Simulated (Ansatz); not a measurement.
System: chalcopyrite CuInS2. Method: revPBE (Ansatz, a first-principles code, plane waves, PAW).

Run with plane-wave cutoff 520 eV, 10×10×10 k mesh, Fermi–Dirac smearing 0.01 eV, no spin polarisation, scalar-relativistic PAW data made under PBE.

Shape and atoms are relaxed at each volume.

Pressure at four volumes; x = ln(V/22.430 Å³). One pressure is withheld.

```
V (Å³/atom)        x  P (GPa)
-----------  -------  -------
21.533       -0.0408        ?
21.982       -0.0202     1.25
22.430        0.0000     0.01
23.328        0.0393    -2.07
```

Question: Pass a parabola P(x) through the three rows shown, estimate the bulk modulus and its pressure derivative near zero pressure, and predict the withheld pressure.

Answer: Slopes between the rows: (0.01 − (1.25))/(0.0000 − (-0.0202)) = -61.39 and (-2.07 − (0.01))/(0.0393 − (0.0000)) = -52.93 GPa. Their difference over the span 0.0595 is c = 8.46/0.0595 = 142.2 GPa, so P(x) = 1.25 + (-61.39)(x − (-0.0202)) + 142.2 (x − (-0.0202))(x − (0.0000)). At the middle row B = −dP/dx = −[-61.39 + 142.2 × 0.0202] = 58.5 GPa, and B′ = dB/dP = 2c/B = 4.9. At x = -0.0408 the parabola gives 2.63 GPa; the run gives 2.65 GPa. The Birch–Murnaghan fit to the energies at all volumes has B0 = 58.4 GPa and B′ = 4.9.

Note: this level leaves the solid without a gap, although one is measured.

Spin–orbit coupling is not included.
